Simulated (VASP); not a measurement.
A run of VASP 6.6.1:

The input INCAR:

```
SYSTEM = GaSb
  PREC = Accurate
  ENCUT = 600
  EDIFF = 1E-7
  ISMEAR = 0
  SIGMA = 0.03
  LREAL = .False.
  LASPH = .True.
  NELM = 80
  ALGO = Normal
  ISIF = 3
  LWAVE = .False.
  LCHARG = .False.
  GGA = PS
  IBRION = 2
  NSW = 90
  EDIFFG = -0.005
  KPAR = 2
```

KPOINTS

```
Automatic mesh
0
Gamma
  10 10 10
  0 0 0
```

Contents of POSCAR:

```
GaSb                                    
1.0
    0.0000000000      3.0565639576      3.0565639576
    3.0565639576     -0.0000000000      3.0565639576
    3.0565639576      3.0565639576      0.0000000000
  Ga              Sb            
     1     1
Direct
     1.0000000000000000    1.0000000000000000    1.0000000000000000
     0.2500000000000000    0.2500000000000000    0.2500000000000000
```

Potentials or basis: VASP PAW PBE potentials, release 64 (Ga_d, Sb).

Launch:

```sh
$ cat potpaw_PBE.64/Ga_d/POTCAR potpaw_PBE.64/Sb/POTCAR > POTCAR
$ mpirun -np 2 vasp_std > vasp.out
```

Hardware: 2 MPI ranks on Intel(R) Xeon(R) Platinum 8488C (Sapphire Rapids), with other jobs on the host.

Problem. Estimate the wall time of this run.

Solution. Run time: 29 s on 2 MPI ranks on Intel(R) Xeon(R) Platinum 8488C (Sapphire Rapids) (shared host), peak memory 0.22 GiB a rank. Counts: scf iterations 19, k points 47, ion steps 2.
